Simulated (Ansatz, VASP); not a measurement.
Cd: VASP beside Ansatz

File INCAR:

```
SYSTEM = Cd
PREC = Accurate
ENCUT = 600
EDIFF = 1E-6
ISMEAR = -1
SIGMA = 0.05
LREAL = .FALSE.
LASPH = .TRUE.
NELM = 100
ALGO = Normal
ISIF = 3
LWAVE = .FALSE.
LCHARG = .FALSE.
GGA = PE
IBRION = 2
NSW = 60
EDIFFG = -0.005
```

Contents of KPOINTS:

```
Automatic mesh
0
G
  16 16 16
  0 0 0
```

Contents of POSCAR:

```
Cd
1.0
   -1.7942719145      1.7942719145      1.7942719145
    1.7942719145     -1.7942719145      1.7942719145
    1.7942719145      1.7942719145     -1.7942719145
Cd
1
Direct
    0.0000000000      0.0000000000      0.0000000000
```

Input for Ansatz:

```yaml
crystal:
  lattice:
    - [-1.7942719145, 1.7942719145, 1.7942719145]
    - [1.7942719145, -1.7942719145, 1.7942719145]
    - [1.7942719145, 1.7942719145, -1.7942719145]
  atoms:
    - { symbol: Cd, position: [0.0, 0.0, 0.0] }
kpoints:
  mp_grid: { grid: [16, 16, 16] }
scf:
  occupations: { method: fermi_dirac, width: 0.05 }
hamiltonian:
  xc: pbe
  pseudopotentials: { kind: paw }
output:
  forces: true
  stress: true
  write_density: true
  write_potential: true
  elf: true
  volumetric_format: npy
relax:
  f_tol: 0.005
  max_steps: 40
  cell: {}
```

Alike in both runs: task relaxation of cell and atoms; functional PBE; k mesh 16 × 16 × 16; occupations fermi-dirac, width 0.05 eV; no spin polarisation.

|  | VASP | Ansatz |
| --- | --- | --- |
| version | VASP 6.6.1 | Ansatz 0.2.0 |
| potentials or method | VASP PAW PBE potentials, release 64 (Cd) | PAW with Ansatz's default frozen-core files, scalar-relativistic |
| plane-wave cutoff (eV) | 600 | 420 |
| valence electrons in the cell | 12 | 20 |

```tsv
	VASP	Ansatz	Ansatz less VASP
relaxed volume (Å³/atom)	23.41	23.33	-0.076
relaxed cell length with the largest relative difference (Å)	3.121	3.118	-0.0034
```

The two sets of potentials don't hold the same shells in valence.
